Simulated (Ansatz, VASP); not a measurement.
**InP in VASP and in Ansatz**

```
CELL_PARAMETERS angstrom
0.00000 2.83584 2.83584
2.83584 0.00000 2.83584
2.83584 2.83584 0.00000
ATOMIC_POSITIONS crystal
In 0.00000 0.00000 0.00000
P 0.50000 0.50000 0.50000
```

Change from the starting cell: volume scaled by 0.98, PAW files.

Alike in both runs: task electric field gradients; functional PBEsol; k mesh 11 × 11 × 11; occupations fermi-dirac, width 0.03 eV; no spin polarisation.

```csv
,VASP,Ansatz
version,VASP 6.6.1,Ansatz 0.2.0
potentials or method,"VASP PAW PBE potentials, release 64 (In_d, P)","PAW with Ansatz's default frozen-core files, scalar-relativistic"
plane-wave cutoff (eV),520,420
valence electrons in the cell,18,18
```

VASP gave:

```
pressure (GPa)                                                 : -7.3
Vzz of the field gradient on the site that differs most (V/Å²) : 0.0
```

Q: Which values does Ansatz return?

A: Pressure (GPa): -7.4; Vzz of the field gradient on the site that differs most (V/Å²): 0.0.

With one functional, cell and mesh, what is left measures potentials, basis and numerics. Ansatz warned: «gradients_without_spin_orbit».

Caveats: the PAW data sets were made with another functional, which shifts forces and pressure a little (VASP).
